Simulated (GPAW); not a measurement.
# Ta in GPAW: the effect of strain hydrostatic

Ta:

```
CELL_PARAMETERS angstrom
-1.58523 1.58523 1.58523
1.58523 -1.58523 1.58523
1.58523 1.58523 -1.58523
ATOMIC_POSITIONS crystal
Ta 0.00000 0.00000 0.00000
```

Alike in all runs:

| Property | Result |
| --- | --- |
| Program | GPAW 26.7.0 |
| Task | single point |
| Functional | PBEsol |
| Potentials or basis | PAW data sets generated in the run's folder for this functional |
| Cutoff | 600 eV |
| Basis | pw |
| k mesh | 11 × 11 × 11 |
| Occupations | fermi-dirac, width 0.05 eV |
| Spin | no spin polarisation |
| Maxiter | 150 |

Task: One run gave: pressure 9.4 GPa. Which strain hydrostatic did it use?
A. -0.04
B. 0.04
C. 0
D. -0.02
E. -0.01

Result: D.

```csv
strain hydrostatic,pressure (GPa)
-0.04,27.1
-0.02,9.4
-0.01,2.2
0,-4.0
0.01,-9.4
0.02,-14.1
0.04,-21.9
```

Caveats: the density grid can change from cell to cell, which puts small steps into energies and stress.

Runs at the PBE level aren't shown here.
